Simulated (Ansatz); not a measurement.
Input of an Ansatz 0.2.0 run:

input.yaml

```yaml
crystal:
  lattice:
    - [0.0, 3.49531583, 2.16609124]
    - [1.2516321, 0.0, 2.16609124]
    - [1.2516321, 3.49531583, 0.0]
  atoms:
    - { symbol: "N", position: [0.66665134, 0.66665134, 0.33334866] }
    - { symbol: B, position: [4.865e-05, 4.865e-05, 0.99995135] }
hamiltonian:
  xc: pbe
  pseudopotentials: { kind: paw }
kpoints:
  mp_grid: { grid: [13, 13, 13] }
scf:
  occupations: { method: gaussian, width: 0.022 }
output:
  forces: true
  stress: true
  eigenvalues: true
```

Potentials or basis: Ansatz PAW.

The run is started by

```sh
$ ansatz run input.yaml --threads 2 --pin off --max-ram 5632MiB --backend cpu --events-out ev --progress --plain --runs-dir out
```

(1) Estimate the band gap on the k mesh.

(2) What does it give for the pressure?

(3) Predict the largest force.

Results:

(1) 3.91 eV, indirect (least direct gap 4.65 eV).

(2) 3.2 GPa.

(3) 0.010 eV/Å.

Caveat: odd divisions of the mesh miss points on the zone boundary, where band edges often lie, so the gap on the mesh can be too wide; the pressure holds a Pulay correction of +0.6 GPa for the finite cutoff.
